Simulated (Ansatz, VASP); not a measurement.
## Mo: VASP beside Ansatz

```xyz
1
Lattice="2.6738 0.0000 0.0000 0.0000 2.6738 0.0000 0.0000 0.0000 2.6738" Properties=species:S:1:pos:R:3 pbc="T T T"
Mo    0.0000    0.0000    0.0000
```

Alike in both runs: task single point; functional PBEsol; k mesh 14 × 14 × 14; occupations fermi-dirac, width 0.1 eV; no spin polarisation.

|  | VASP | Ansatz |
| --- | --- | --- |
| version | VASP 6.6.1 | Ansatz 0.2.0 |
| potentials or method | VASP PAW PBE potentials, release 64 (Mo_sv) | plane waves (420 eV) with PAW, scalar-relativistic |
| plane-wave cutoff (eV) | 520 | 420 |
| valence electrons in the cell | 14 | 14 |

```tsv
	VASP	Ansatz	Ansatz less VASP
pressure (GPa)	-18.8	-19.1	-0.29
```

Ansatz warned: «pseudo_functional_mismatch».

Caveats: so large a pressure means that the cell lies far from this level's equilibrium, or that cutoff or potentials fall short (VASP); the potentials were made for another functional, which shifts forces and pressure (VASP).
